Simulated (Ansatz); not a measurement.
## Lattice dynamics at Γ of CdS (P6_3mc)

Perturbation theory with PBEsol in the plane-wave code Ansatz on the PBEsol cell, ground state and force constants on a 6×6×4 mesh. No spin polarisation and no zero-point or thermal motion.

Space group P6_3mc (No. 186), hexagonal; a = 4.125 Å, c = 6.708 Å in the conventional setting, 24.72 Å³ an atom. Cd is surrounded by 4 S at 2.52–2.53 Å; S is surrounded by 4 Cd at 2.52–2.53 Å.

```
Cd S
1.0
     4.12539    0.00000    0.00000
    -2.06269    3.57269    0.00000
     0.00000    0.00000    6.70842
Cd S
2 2
Cartesian
  0.0000 2.3818 -0.0056
  2.0627 1.1909 3.3486
  0.0000 2.3818 2.5213
  2.0627 1.1909 5.8755
```

Optical modes without the longitudinal term:
```tsv
ω (cm⁻¹)	degeneracy	IR intensity, summed over the level ((D/Å)²/amu)
42	2	0.00
133	1	0.00
228	1	8.94
236	2	16.41
249	2	0.00
295	1	0.00
```

All optical modes at Γ are real, from 42 to 295 cm⁻¹ without the longitudinal term; this says nothing of other wave vectors. The long-range field leaves the highest mode where it is. The program warns that the force constants, and all that is formed from them, aren't settled on this k mesh. Of the real levels 2 are infrared active, the strongest at 236 cm⁻¹.

The clamped-ion dielectric constant comes out as 6.23 along x and y, 6.33 along z. With the ions relaxed, ε⁰ is 9.4 along x and y, 10.0 along z. Born charges, averaged over directions: Cd +2.14, S -2.14 e.

For comparison, on the r2SCAN cell the mean ε∞ is 6.05 with PBE (ground state on 6×6×4; least gap 1.17 eV).

Spin-orbit coupling is left out.
